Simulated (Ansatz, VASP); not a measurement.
# C: VASP beside Ansatz

Wanted: the spread between two codes on one cell, functional and k mesh. The structure shown is frame 20 of Ansatz's trajectory.

Main program and level: Ansatz 0.2.0; plane waves, with VASP 6.6.1 beside it; single point at PBE with D3(BJ).

## Step 1: The structure

The cell holds 84 atoms: 84 C. Cell: a = 18.388 Å, b = 18.467 Å, c = 7.281 Å, α = 90.0°, β = 90.0°, γ = 90.0°. It derives from C (graphene). As first built, before any earlier steps moved the atoms (in the runner's words): graphene sheet (a = 2.46 A) rolled into an (7,7) tube of diameter 9.49 A, 3 periods; minimised with a classical potential (cell length normal to the plane free). Vacuum lies along a and b. The structure's axis is c.

## Step 2: Ansatz: dynamics, PBE with D3(BJ)

Ansatz runs on its default PAW (the set named soft_2) files.

One frame of this run of dynamics is then solved in both programs, so the motion causes no difference.

Contents of input.yaml:

```yaml
crystal:
  lattice:
    - [18.38784, 0.0, 0.0]
    - [0.0, 18.46734, 0.0]
    - [0.0, 0.0, 7.28146]
  atoms:
    - { symbol: C, position: [0.75258, 0.53794, 0.17343] }
    - { symbol: C, position: [0.7441, 0.57493, 0.00677] }
    - { symbol: C, position: [0.71102, 0.64328, 0.00677] }
    - { symbol: C, position: [0.68726, 0.67295, 0.17343] }
    - { symbol: C, position: [0.62768, 0.72025, 0.17343] }
    - { symbol: C, position: [0.59334, 0.73671, 0.00677] }
    - { symbol: C, position: [0.51905, 0.7536, 0.00677] }
    - { symbol: C, position: [0.48095, 0.7536, 0.17343] }
    - { symbol: C, position: [0.40666, 0.73671, 0.17343] }
    - { symbol: C, position: [0.37232, 0.72025, 0.00677] }
    - { symbol: C, position: [0.31274, 0.67295, 0.00677] }
    - { symbol: C, position: [0.28898, 0.64328, 0.17343] }
    - { symbol: C, position: [0.2559, 0.57493, 0.17343] }
    - { symbol: C, position: [0.24742, 0.53794, 0.3401] }
    - { symbol: C, position: [0.24742, 0.46206, 0.00677] }
    - { symbol: C, position: [0.2559, 0.42507, 0.17343] }
    - { symbol: C, position: [0.28898, 0.35672, 0.17343] }
    - { symbol: C, position: [0.31274, 0.32705, 0.00677] }
    - { symbol: C, position: [0.37232, 0.27975, 0.3401] }
    - { symbol: C, position: [0.40666, 0.26329, 0.17343] }
    - { symbol: C, position: [0.48095, 0.2464, 0.17343] }
    - { symbol: C, position: [0.51905, 0.2464, 0.00677] }
    - { symbol: C, position: [0.59334, 0.26329, 0.3401] }
    - { symbol: C, position: [0.62768, 0.27975, 0.17343] }
    - { symbol: C, position: [0.68726, 0.32705, 0.17343] }
    - { symbol: C, position: [0.71102, 0.35672, 0.00677] }
    - { symbol: C, position: [0.7441, 0.42507, 0.3401] }
    - { symbol: C, position: [0.75258, 0.46206, 0.17343] }
    - { symbol: C, position: [0.75258, 0.53794, 0.50677] }
    - { symbol: C, position: [0.7441, 0.57493, 0.3401] }
    - { symbol: C, position: [0.71102, 0.64328, 0.3401] }
    - { symbol: C, position: [0.68726, 0.67295, 0.50677] }
    - { symbol: C, position: [0.62768, 0.72025, 0.50677] }
    - { symbol: C, position: [0.59334, 0.73671, 0.3401] }
    - { symbol: C, position: [0.51905, 0.7536, 0.3401] }
    - { symbol: C, position: [0.48095, 0.7536, 0.50677] }
    - { symbol: C, position: [0.40666, 0.73671, 0.50677] }
    - { symbol: C, position: [0.37232, 0.72025, 0.3401] }
    - { symbol: C, position: [0.31274, 0.67295, 0.3401] }
    - { symbol: C, position: [0.28898, 0.64328, 0.50677] }
    - { symbol: C, position: [0.2559, 0.57493, 0.50677] }
    - { symbol: C, position: [0.24742, 0.53794, 0.67343] }
    - { symbol: C, position: [0.24742, 0.46206, 0.3401] }
    - { symbol: C, position: [0.2559, 0.42507, 0.50677] }
    - { symbol: C, position: [0.28898, 0.35672, 0.50677] }
    - { symbol: C, position: [0.31274, 0.32705, 0.3401] }
    - { symbol: C, position: [0.37232, 0.27975, 0.67343] }
    - { symbol: C, position: [0.40666, 0.26329, 0.50677] }
    - { symbol: C, position: [0.48095, 0.2464, 0.50677] }
    - { symbol: C, position: [0.51905, 0.2464, 0.3401] }
    - { symbol: C, position: [0.59334, 0.26329, 0.67343] }
    - { symbol: C, position: [0.62768, 0.27975, 0.50677] }
    - { symbol: C, position: [0.68726, 0.32705, 0.50677] }
    - { symbol: C, position: [0.71102, 0.35672, 0.3401] }
    - { symbol: C, position: [0.7441, 0.42507, 0.67343] }
    - { symbol: C, position: [0.75258, 0.46206, 0.50677] }
    - { symbol: C, position: [0.75258, 0.53794, 0.8401] }
    - { symbol: C, position: [0.7441, 0.57493, 0.67343] }
    - { symbol: C, position: [0.71102, 0.64328, 0.67343] }
    - { symbol: C, position: [0.68726, 0.67295, 0.8401] }
    - { symbol: C, position: [0.62768, 0.72025, 0.8401] }
    - { symbol: C, position: [0.59334, 0.73671, 0.67343] }
    - { symbol: C, position: [0.51905, 0.7536, 0.67343] }
    - { symbol: C, position: [0.48095, 0.7536, 0.8401] }
    - { symbol: C, position: [0.40666, 0.73671, 0.8401] }
    - { symbol: C, position: [0.37232, 0.72025, 0.67343] }
    - { symbol: C, position: [0.31274, 0.67295, 0.67343] }
    - { symbol: C, position: [0.28898, 0.64328, 0.8401] }
    - { symbol: C, position: [0.2559, 0.57493, 0.8401] }
    - { symbol: C, position: [0.24742, 0.53794, 0.00677] }
    - { symbol: C, position: [0.24742, 0.46206, 0.67343] }
    - { symbol: C, position: [0.2559, 0.42507, 0.8401] }
    - { symbol: C, position: [0.28898, 0.35672, 0.8401] }
    - { symbol: C, position: [0.31274, 0.32705, 0.67343] }
    - { symbol: C, position: [0.37232, 0.27975, 0.00677] }
    - { symbol: C, position: [0.40666, 0.26329, 0.8401] }
    - { symbol: C, position: [0.48095, 0.2464, 0.8401] }
    - { symbol: C, position: [0.51905, 0.2464, 0.67343] }
    - { symbol: C, position: [0.59334, 0.26329, 0.00677] }
    - { symbol: C, position: [0.62768, 0.27975, 0.8401] }
    - { symbol: C, position: [0.68726, 0.32705, 0.8401] }
    - { symbol: C, position: [0.71102, 0.35672, 0.67343] }
    - { symbol: C, position: [0.7441, 0.42507, 0.00677] }
    - { symbol: C, position: [0.75258, 0.46206, 0.8401] }
kpoints:
  mp_grid: { grid: [1, 1, 1] }
hamiltonian:
  xc: pbe
  dispersion: d3bj
scf:
  occupations: { method: fermi_dirac, width: 0.05 }
output:
  forces: true
md:
  timestep: 1.0
  n_steps: 60
  ensemble: nvt_nose_hoover
  temperature: 600
  initial_velocities: maxwell_boltzmann
  seed: 1490
```

The run is started by

```sh
> ansatz run input.yaml --threads 8 --pin off --max-ram 15872MiB --backend cpu --events-out ev --progress --plain --runs-dir out
```

Numbers of over 12 decimals in the logs are rounded to 6 here.

Log:

```text
Warning: md: disabling space-group detection — thermal motion breaks the input geometry's symmetry, so no spatial operation reduces the k-mesh or symmetrises the density; time reversal is kept, so that k and −k are solved as one point where they differ and the mesh holds both, and exact exchange and, on two spinor components, a DFT+U term hold to it where the run has them: on two components no moment then forms, and  [...]
Engine: ansatz 0.2.0, aarch64-unknown-linux-gnu
Pseudopotentials: kind: paw
Pseudopotential: C, paw, valence charge 4, recommended cutoff 420 eV (normal), C.paw.azcp
Functional definition: PBE
  parameter kappa = 0.804
  parameter beta = 0.066725
  exchange = pbe_x(kappa = kappa, mu = beta*pi^2/3)
  correlation = pbe_c(beta = beta)
Crystal: 84 atoms, lattice volume = 2472.598 Å³
Basis set: ecut = 420 eV, 48293 PW (Γ), exchange–correlation on 250×250×100 points (8 copies of the dense FFT grid, shifted against one another)
Bands: 252, of which v1, the nominal top of the filled ones, is band 168 counted from 1 (167 counted from 0)
Symmetry: 1 space group operations
k-points: 1
Non-local potential: C, projectors of the file, l = 0: 2, l = 1: 2, l = 2: 1
PAW form: soft (Blöchl's): semilocal exchange-correlation on the pseudo side does not see the compensation charge
PAW one-centre angular grid: C, 110 points (default); XC on 64 Gauss nodes
Initial density: superposition of atomic densities (neutral atoms: chi_scale 0, normalization atom), corrected by the library's trained network
Initial wavefunctions: pseudopotential atomic-orbital guess
Functional: x = pbe(κ = 0.804, μ = 0.219515), c = pbe(β = 0.066725)
SCF iter   1: F=—  HF=-21072.041366 eV  |F-HF|=—  |Δ(HF+E_count)|=         —  Δρ=3.25e-3  dr2=3.74e-1  ethr=1.77e-3  ⟨swp⟩=7.0  Hψ=1216  notcnv=0  defer=67
preconditioner: auto → LDOS  [insulator: Δε(μ)=0.243 eV  Ē_g=14.881 eV  σ=0.050 eV  W_gap=0.84  n_scr=320 (ndim 8)  ℏωp=13.7 eV  f_vac=0.669  D(μ)=11.87/eV (n_scr^D=30)  ε∞_Penn≈1.8  β→1.0]
SCF iter   2: F=—  HF=-21072.075889 eV  |F-HF|=—  |Δ(HF+E_count)|=   3.45e-2  Δρ=1.76e-3  dr2=2.33e-1  ethr=1.11e-4  ⟨swp⟩=4.0  Hψ=601  notcnv=0  defer=71
SCF iter   3: F=—  HF=-21072.011881 eV  |F-HF|=—  |Δ(HF+E_count)|=   6.40e-2  Δρ=2.98e-4  dr2=3.21e-3  ethr=6.93e-5  ⟨swp⟩=2.0  Hψ=307  notcnv=0  defer=71
SCF iter   4: F=—  HF=-21072.015321 eV  |F-HF|=—  |Δ(HF+E_count)|=   3.44e-3  Δρ=3.15e-5  dr2=1.41e-5  ethr=9.56e-7  ⟨swp⟩=2.0  Hψ=349  notcnv=0  defer=71
SCF iter   5: F=—  HF=-21072.014723 eV  |F-HF|=—  |Δ(HF+E_count)|=   5.98e-4  Δρ=4.96e-6  dr2=3.75e-7  ethr=4.20e-9  ⟨swp⟩=3.0  Hψ=354  notcnv=0  defer=71
SCF iter   6: F=-21072.014725 eV  HF=-21072.014725 eV  |F-HF|=8.84e-8  |Δ(HF+E_count)|=   2.00e-6  Δρ=7.45e-7  dr2=1.08e-8  ethr=2.50e-11  ⟨swp⟩=5.0  Hψ=840  notcnv=0
SCF 1 converged in 6 iterations: F = -21072.014725 eV  dr2 = 1.08e-8
  greatest PAW one-centre occupation: 0.680 electrons in one spin orbital (limit 2), on the C atom at site 77 (counted from 0), in its partial waves of l = 0
md step     0: t =     0.00 fs  T =   600.0 K  F+E_penalty+E_count = -21072.01472510 eV  E_kin = 6.437148 eV  conserved = -21065.57757715 eV  (6 SCF iters)
[...]
md step    56: t =    56.00 fs  T =   480.9 K  F+E_penalty+E_count = -21070.17759133 eV  E_kin = 5.159308 eV  conserved = -21065.53705010 eV  (5 SCF iters)
[...]
md step    57: t =    57.00 fs  T =   467.4 K  F+E_penalty+E_count = -21070.01313816 eV  E_kin = 5.014532 eV  conserved = -21065.53397998 eV  (5 SCF iters)
[...]
md step    58: t =    58.00 fs  T =   450.3 K  F+E_penalty+E_count = -21069.81089186 eV  E_kin = 4.831103 eV  conserved = -21065.53122369 eV  (4 SCF iters)
[...]
md step    59: t =    59.00 fs  T =   433.5 K  F+E_penalty+E_count = -21069.61395698 eV  E_kin = 4.651328 eV  conserved = -21065.52953862 eV  (5 SCF iters)
[...]
md step    60: t =    60.00 fs  T =   419.6 K  F+E_penalty+E_count = -21069.44934769 eV  E_kin = 4.502147 eV  conserved = -21065.52906994 eV  (10 SCF iters)
SCF converged after 10 iterations
Free energy (F): -21069.449348 eV
Harris-Foulkes:  -21069.449348 eV  (|F-HF|=8.06e-9)
Internal energy: -21069.442230 eV  (E = F + TS)
E sigma→0 (E₀):  -21069.445789 eV
Entropy (-TS):   -0.007117 eV (-0.085 meV/atom)
Fermi energy:    -0.910873 eV
--- Per-component energies (eV) ---
  E_band       = -3359.281096
  E_kinetic    = 7582.688031
  E_local      = -88111.890475  (includes V_loc(G=0)·N_el)
  E_nonlocal   = 2278.209646
  E_hartree    = 40209.815412
  E_xc         = -4008.854727
  E_vxc        = -4961.408600  (∫ρ·V_xc dr)
  E_paw        = -8340.764824  (= ΣΔE_a)
  E_vpaw       = -566.514259  (= ΣTr[D̂ρ^β])
  E_aug_tail   = 0.000639  (compensation charges beyond the density's cutoff)
  E_ewald      = 29328.994556
  E_disp       = -7.640490  (pairwise vdW)
  E_smearing   = -0.007117  (= −TS)
  E_closure    = 0.000000  (closes the sum)
  Σ components = -21069.449348   (vs F -21069.449348, Δ=0.00e0)
--- Forces (eV/Å), atoms counted from 1 ---
  atom   1  C      0.61362039     0.26757792    -0.19820211
  atom   2  C     -0.31776381     0.11306104     3.39655920
  atom   3  C     -1.09449363    -0.38216051    -0.77224998
  atom   4  C      1.11188903    -0.52903116     0.84289475
  atom   5  C     -0.78868091    -0.35990771    -0.12534211
  atom   6  C     -0.98176530     0.98630015     1.15407397
  atom   7  C      0.53433179     0.10007172    -0.28588204
  atom   8  C     -1.90231400    -0.53710369    -1.54595557
  atom   9  C      0.08976592    -1.19384391    -0.88975111
  atom  10  C     -0.27501117    -0.16184774     3.02931772
  atom  11  C     -0.31147963    -0.26360252    -2.43572194
  atom  12  C      0.42769293     1.51744672     4.51428206
  atom  13  C      0.50580728    -2.09129816    -0.66891212
  atom  14  C      0.85706943     1.55983233    -0.33249907
  atom  15  C      0.07386283     0.10090739    -1.06879873
  atom  16  C     -0.14228643    -1.29818797    -1.89925029
  atom  17  C      0.64908401     0.76004433     0.47277818
  atom  18  C     -0.06180765    -0.05070978     0.89570401
  atom  19  C     -1.83022815     1.27410046     0.39569206
  atom  20  C      1.85174703    -0.99197387    -2.74003862
  atom  21  C      1.13256758    -0.00098378     1.17325392
  atom  22  C     -1.22321160     0.24278532     1.19800217
  atom  23  C      0.87534627    -0.03102533    -0.38497939
  atom  24  C      2.13680441     1.05328354     3.19733078
[...]
atom  77  C      0.62727549     0.56070355    -1.21685909
  atom  78  C      1.28694627    -0.13242787     0.84683638
  atom  79  C     -2.72660497    -1.19816424    -0.67115365
  atom  80  C      1.05536368     0.82575093    -1.28127806
  atom  81  C      1.09514334     1.08905907    -1.03734378
  atom  82  C     -0.77428864     0.79162314     0.99547376
  atom  83  C     -0.14684995     2.13100513    -0.62352089
  atom  84  C      0.57822474    -0.41503499     2.68686516
  max |Σ_I F_I| component: 1.22e-4 eV/Å
--- MD trajectory: 60 steps, t = 0.0 → 60.0 fs ---
  final state: T = 419.6 K   F+E_penalty+E_count = -21069.44934769 eV   E_kin = 4.502147 eV
  conserved energy: peak-to-peak 7.463e-2 eV (8.885e-4 eV/atom) over 60.0 fs
```

## Step 3: VASP: single point, PBE with D3(BJ)

The same cell, functional, mesh and smearing now go to VASP, with its own data sets.

Lines of VASP's logs that name or quote its potential files are left out, and so is its time.

Contents of INCAR:

```
SYSTEM = C
PREC = Accurate
ENCUT = 520
EDIFF = 1E-06
NELM = 120
ISMEAR = -1
SIGMA = 0.05
LREAL = Auto
ALGO = Normal
GGA = PE
IVDW = 12
NBANDS = 232
LORBIT = 11
LWAVE = .FALSE.
LCHARG = .FALSE.
ISIF = 2
LASPH = .TRUE.
GGA_COMPAT = .FALSE.
EFERMI = MIDGAP
NCORE = 2
```

Contents of POSCAR:

```
C
1.0
   18.3878400000      0.0000000000      0.0000000000
    0.0000000000     18.4673400000      0.0000000000
    0.0000000000      0.0000000000      7.2814600000
C
84
Direct
    0.7531064008      0.5357945432      0.1742370349
    0.7505666788      0.5751017743      0.0087070450
    0.7174741568      0.6481063326      0.0045732587
    0.6904508632      0.6764590894      0.1717375362
    0.6311616808      0.7230765232      0.1803072461
    0.5953390937      0.7438050093      0.0144201850
    0.5187558734      0.7566817961      0.0049440634
    0.4809917859      0.7558641364      0.1765717315
    0.4052406373      0.7384171191      0.1718336707
    0.3705873012      0.7273597605      0.0056994064
    0.3091553984      0.6809480954      0.0067706202
    0.2853081167      0.6488048631      0.1768876022
    0.2605254342      0.5763797060      0.1670681429
    0.2525799659      0.5387836039      0.3334908109
    0.2467554645      0.4647447873      0.0109456071
    0.2548803992      0.4255350256      0.1753631827
    0.2901537103      0.3582215955      0.1751022460
    0.3134897846      0.3263166217      0.0103687997
    0.3707939595      0.2798129021      0.3371988585
    0.4052515140      0.2593118446      0.1702405836
    0.4778320890      0.2450813165      0.1696088422
    0.5163412342      0.2433268679      0.0085559764
    0.5919727385      0.2653387006      0.3353036342
    0.6277844489      0.2750693928      0.1669170743
    0.6876337841      0.3223095476      0.1714903330
    0.7105674185      0.3535809705      0.0121678894
    0.7407014636      0.4254808760      0.3345757582
    0.7529704413      0.4602070466      0.1710508607
    0.7490820020      0.5389243930      0.5067390331
    0.7420121124      0.5750909443      0.3404262332
    0.7168759354      0.6436823062      0.3363748479
    0.6934637239      0.6761883411      0.5142375293
    0.6281107515      0.7155551368      0.5086891915
    0.5954369844      0.7336411199      0.3399180933
    0.5212194581      0.7549381773      0.3362237793
    0.4814431711      0.7573315919      0.5079475819
    0.4083894574      0.7376319492      0.5002980172
    0.3711365772      0.7190911090      0.3342324204
    0.3092859194      0.6758688582      0.3475951252
    0.2891041036      0.6429729458      0.5115045609
    0.2567838311      0.5764825903      0.5051322125
    0.2431226289      0.5392763657      0.6748097222
    0.2475331523      0.4623784476      0.3400554284
    0.2523134854      0.4237426722      0.5140727272
    0.2856289809      0.3564996367      0.5063407613
    0.3105095541      0.3308760222      0.3422939905
    0.3682977446      0.2769592156      0.6707720704
    0.4036417546      0.2638333404      0.5088539936
    0.4800237548      0.2496840368      0.5106393498
    0.5170590999      0.2499764449      0.3414837134
    0.5935716212      0.2612179123      0.6599637985
    0.6288177404      0.2778635147      0.5021657744
    0.6923162264      0.3215081327      0.5129053789
    0.7098060457      0.3550051063      0.3417309166
    0.7492125231      0.4196056389      0.6731891681
    0.7525027409      0.4617178218      0.5052008800
    0.7544605565      0.5359082575      0.8389938282
    0.7430617190      0.5754104273      0.6761281391
    0.7129657426      0.6447436393      0.6769933502
    0.6903094654      0.6758363684      0.8426881422
    0.6300033065      0.7227353804      0.8430040129
    0.5911678588      0.7287893113      0.6768422816
    0.5192725192      0.7509365182      0.6777898938
    0.4813670339      0.7551493610      0.8391174297
    0.4067253141      0.7425379075      0.8402847781
    0.3712942901      0.7227516253      0.6738346431
    0.3130329609      0.6738923960      0.6712115427
    0.2868036703      0.6464872580      0.8374968756
    0.2545323431      0.5785511070      0.8348875088
    0.2510735356      0.5391788964      0.0045457916
    0.2442810031      0.4608297676      0.6781057645
    0.2527975010      0.4249718693      0.8453661766
    0.2840572900      0.3562722081      0.8416306620
    0.3085136699      0.3237932480      0.6711291417
    0.3683086213      0.2748203044      0.0034471109
    0.4021298858      0.2568588654      0.8385268888
    0.4783704883      0.2431590039      0.8404907807
    0.5196042602      0.2474259964      0.6728732974
    0.5926579740      0.2590898310      0.0019638919
    0.6283174098      0.2772083040      0.8313442634
    0.6886398837      0.3247300369      0.8415345274
    0.7200084404      0.3509926172      0.6798361867
    0.7467543768      0.4201958701      0.0087070450
    0.7544007344      0.4592702577      0.8397079707
```

Contents of KPOINTS:

```
Automatic mesh
0
Gamma
1 1 1
0 0 0
```

The projector-augmented-wave data sets are C (PBE family, release 64).

The run is started by

```sh
> mpirun -np 8 vasp_gam
```

Log:

```text
[banner, memory and clock lines left out]
running    8 mpi-ranks, on    1 nodes
[...]
LDA part: xc-table for (Slater+PW92), standard interpolation
 POSCAR, INCAR and KPOINTS ok, starting setup
[...]
entering main loop
       N       E                     dE             d eps       ncg     rms          rms(c)
DAV:   1     0.382309945756E+04    0.38231E+04   -0.15073E+05   480   0.123E+03
DAV:   2    -0.171824123348E+03   -0.39949E+04   -0.37922E+04   720   0.298E+02
DAV:   3    -0.794213529834E+03   -0.62239E+03   -0.61761E+03   560   0.131E+02
DAV:   4    -0.817093636774E+03   -0.22880E+02   -0.22768E+02   592   0.307E+01
[...]
DAV:  25    -0.757683262822E+03   -0.23878E-05   -0.75555E-08   320   0.319E-04    0.930E-05
DAV:  26    -0.757683263832E+03   -0.10106E-05   -0.34438E-08   320   0.224E-04    0.469E-05
DAV:  27    -0.757683264103E+03   -0.27103E-06   -0.11158E-08   320   0.153E-04
   1 F= -.76538038E+03 E0= -.76532624E+03  d E =-.108289E+00
```

From OUTCAR (step 3):

```text
  FREE ENERGIE OF THE ION-ELECTRON SYSTEM (eV)
  ---------------------------------------------------
  free  energy   TOTEN  =      -765.3803797731 eV

  energy  without entropy=     -765.2720909846  energy(sigma->0) =     -765.32623538
```

## Step 4: Differences

Known differences besides the potentials themselves: the cutoff is 420 eV in Ansatz and 520 eV in VASP (PREC = Accurate, projectors in real space). Total energies have different zeros and are not compared.

Forces on 9 of the 84 atoms, those with the largest forces and the largest differences (eV/Å; atoms numbered as in POSCAR):

```tsv
atom	Ansatz x, y, z	VASP x, y, z
C5	0.154, 0.469, -3.044	0.163, 0.483, -3.056
C21	1.842, -0.435, 2.347	1.840, -0.447, 2.349
C31	-1.797, 3.199, 1.577	-1.792, 3.218, 1.578
C32	-0.692, -0.524, -3.402	-0.671, -0.520, -3.418
C34	-1.613, 1.133, 2.333	-1.612, 1.134, 2.335
C36	0.766, -0.883, -0.995	0.783, -0.866, -0.993
C43	-0.176, 0.608, 1.350	-0.187, 0.595, 1.365
C46	2.443, -3.275, -0.986	2.437, -3.275, -0.982
C51	0.229, -0.068, 3.628	0.227, -0.074, 3.622
```

The forces differ by 7.9 meV/Å r.m.s., which is 0.7 % of the r.m.s. force of 1.119 eV/Å (both taken over all components). With vacuum in the cell, a pressure given here is an average over mostly empty space and none of the material.

## Step 5: Results

* r.m.s. force difference (single point, PBE with D3(BJ)): 0.70 % of the r.m.s. force

What this shows: The r.m.s. force difference is 0.70 % of the r.m.s. force (single point, PBE with D3(BJ)), within the 3 % picked in this series as the mark of a large difference. 2 further runs of this series are not shown here. How closely two codes agree says nothing of how well the functional describes the real material.

[Lines on the potential files, build, host, timing and source positions are cut from VASP's logs without a mark.]

[Logs are printed without paths, hosts, clocks, repeated set-up lines and the standing remarks that a program may print on its own settings, such as how far it seeks lower states.]

[Hosts, paths, dates, database ids (printed as entryN), source tags and the programs' standing remarks are cut or masked in the printed files.]
